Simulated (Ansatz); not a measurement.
A decomposition energy, worked out: WS3

Level of theory: DFT PBE, scalar-relativistic, plane waves, PAW in Ansatz 0.2.0. All cells share a 420 eV cutoff and Γ-centred k meshes spaced about 0.3 Å⁻¹ or finer (0.25 for metals, 2π included). No spin polarisation.

Formation energies are uncorrected and refer to the elements' standard structures at the same level.

These are static total energies at zero pressure. Weakly bound directions are ill-defined at this level, which has no dispersion term (WS3 P6_3, WS2 P6_3/mmc). Spin–orbit coupling, which can matter for W, is left out. The reference form of S is held partly by dispersion forces, which this level lacks.

A trial structure of WS3 (reached from: a relaxed cell, shaken at random and relaxed again; relaxed: space group P6_3 (No. 173), a = 9.869 Å, c = 2.946 Å) has a formation energy of -0.372 eV/atom. At its composition the lowest mixture among the elements and 1 reference phase computed alike (others may be missing) consists of these:

```
         phase             source  ΔE_f (eV/atom)
     S (solid)            element          -0.001
WS2 (P6_3/mmc)  Materials Project          -0.833
```

The lowest database cell of S (-0.001) lies slightly below the reference, hence the non-zero entry.

Question: Write the balanced decomposition and find its energy per atom, per formula unit and per mole of formula units.

Answer: Balancing W and S gives WS3 → S + WS2. The left side holds 4 atoms, and the products take 1/4 (S) and 3/4 (WS2) of them. The mixture therefore lies at 1/4 × (-0.001) + 3/4 × (-0.833) = -0.625 eV/atom. The reaction energy is -0.625 − (-0.372) = -0.253 eV/atom. Times 4 atoms that is -1.012 eV per WS3, and times 96.485 it is -98 kJ per mole of WS3. Decomposition is downhill, so the trial structure is unstable against this mixture.
